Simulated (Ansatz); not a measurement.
Crystal: TiO2 (Anatase).

```xyz
6
Lattice="-1.8921 1.8921 4.7573 1.8921 -1.8921 4.7573 1.8921 1.8921 -4.7573" Properties=species:S:1:pos:R:3 pbc="T T T"
Ti    0.0000    1.8921    2.3786
Ti    0.0000    0.0000    0.0000
O     0.0000    0.0000    7.5346
O     0.0000    1.8921    0.3987
O     0.0000    1.8921    4.3586
O     0.0000    0.0000    1.9800
```

```yaml
Program: Ansatz 0.2.0
Task: relaxation of cell and atoms
Functional: rPW86-PBE
Dispersion: rVV10
Potentials_or_basis: Ansatz PAW
Cutoff: "420 eV (not typed: the program's choice for these potentials)"
k_mesh: 10 × 10 × 10
Occupations: fermi-dirac, width 0.05 eV
Spin: no spin polarisation
```

At the start: volume 11.35 Å³/atom.

**Question.** How do energy, volume and symmetry change on relaxing?

**Answer.** It ends after 7 steps and the volume is 11.74 Å³/atom (+3.4 %); space group I4_1/amd (No. 141, to 0.05 Å).

Step by step:
```tsv
step	energy change (eV)	largest force (eV/Å)	volume (Å³)
1	0.0000	0.2511	68.13
2	-0.0378	0.0953	69.68
3	-0.0395	0.0203	70.28
4	-0.0396	0.0034	70.30
5	-0.0515	0.0032	70.30
6	-0.0512	0.0075	70.41
7	-0.0517	0.0075	70.41
```

Final structure:
```yaml
crystal:
  lattice:
    - [-1.90739, 1.90739, 4.83862]
    - [1.90739, -1.90739, 4.83862]
    - [1.90739, 1.90739, -4.83862]
  atoms:
    - { symbol: Ti, position: [0.75000, 0.25000, 0.50000] }
    - { symbol: Ti, position: [0.00000, 0.00000, 0.00000] }
    - { symbol: O, position: [0.79218, 0.79218, 0.00000] }
    - { symbol: O, position: [0.54218, 0.04218, 0.50000] }
    - { symbol: O, position: [0.95782, 0.45782, 0.50000] }
    - { symbol: O, position: [0.20782, 0.20782, 0.00000] }
```

Caveat: the plane-wave basis is chosen anew once the cell has moved, so the energies of steps on either side of that aren't comparable; the pressure holds a Pulay correction of +0.7 GPa for the finite cutoff; the PAW data sets come from PBE, with cores solved anew for the run's functional, which leaves a small shift of forces and pressure.
